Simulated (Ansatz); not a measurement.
Computed with Ansatz 0.2.0, DFT PBE, scalar-relativistic, plane waves, PAW. Settings: cutoff 420 eV, Γ-centred meshes spaced at most about 0.3 Å⁻¹, and about 0.25 Å⁻¹ or finer for metals (2π included), Gaussian smearing. No spin polarisation.

These are static total energies at zero pressure.

Compare these two cells of Mg₅Te₂, each relaxed at this level.

A. Space group R-3m (No. 166), trigonal, a = 6.194 Å, c = 16.242 Å. Mg on a site of symmetry 3m is surrounded by 1 Te at 2.88 Å, 3 Mg at 3.10 Å, 3 Te at 3.58 Å and 3 Mg at 3.59 Å; Mg on a site of symmetry 2/m is surrounded by 4 Te at 3.10–3.24 Å and 6 Mg at 3.10 Å; Te on its first site has 2 Mg at 2.88 Å and 6 Mg at 3.10 Å; around Te on its second site lie 6 Mg at 3.24 Å and 6 Mg at 3.58 Å.

B. Space group P-3m1 (No. 164), trigonal, a = 4.243 Å, c = 12.381 Å. Around Mg on a site of symmetry 3m lie 3 Te at 2.98 Å, 3 Mg at 3.11 Å and 1 Mg at 3.59 Å; around Mg on a second site of symmetry 3m lie 6 Mg at 2.97–3.11 Å, 1 Mg at 3.59 Å and 1 Te at 3.61 Å; Mg on a site of symmetry -3m is surrounded by 6 Te at 3.01 Å; Te has 6 Mg at 2.98–3.01 Å and 1 Mg at 3.61 Å.

Task: Which is lower in energy, and by how much?

Result: B is lower, by 44 meV/atom. A has space group R-3m (No. 166), 25.7 Å³/atom and no gap on its mesh; B has space group P-3m1 (No. 164), 27.6 Å³/atom and no gap. Counting Mg atoms around Te (those within 1.25 times the shortest such distance or 1.15 times the sum of covalent radii; a plus sign parts nearer from farther groups; a slash parts the counts of unlike sites), A has Te 8/6+6 and B has Te 6+1. The lower one is the more open, so pressure narrows the difference. Both come from invented guesses. The lowest form computed isn't among them: it has space group P-1 (No. 2), 27.6 Å³/atom and lies 47 meV/atom below the best shown.

Spin–orbit coupling, which can matter for Te, is left out. Cells relaxed within their symmetry can be saddle points. Some types were kept out of the candidates beforehand, so the set may lack a known form.
